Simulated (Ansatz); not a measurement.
FeO (Wuestite):

```
Fe O
1.0
     0.00000    2.15540    2.15540
     2.15540    0.00000    2.15540
     2.15540    2.15540    0.00000
Fe O
1 1
Cartesian
  0.0000 0.0000 0.0000
  2.1554 2.1554 2.1554
```

Base run:

```yaml
Program: Ansatz 0.2.0
Functional: PBEsol
Potentials_or_basis: Ansatz PAW
Cutoff: "420 eV (not typed: the program's choice for these potentials)"
k_mesh: 9 × 9 × 9
Occupations: fermi-dirac, width 0.05 eV
Spin: collinear spin, ferromagnetic start
Starting_moments: "[3.8, 0.0] μB"
Fixed_moment: 3.8 μB
```

Its results: pressure -11.2 GPa; site moments Fe +3.31; O +0.27 μB.

Question: The run is repeated on the same cell with these changes: fixed moment from 3.8 μB to 1.5 μB; moments at the start from [3.8, 0.0] to [1.5, 0.0]. What comes out?

Answer: Pressure -30.6 GPa; site moments Fe +1.42; O -0.01 μB.

Caveats: the total moment is fixed, so each spin has its own Fermi level; a cell with one magnetic atom can't hold antiferromagnetic order, which such compounds often take; the PAW data sets come from PBE, with cores solved anew for the run's functional, which leaves a small shift of forces and pressure; the thresholds are loose for stress; a pressure of tens of GPa on the cell as given is suspect, and the run, the potentials or the cell itself is likely at fault (some runs).
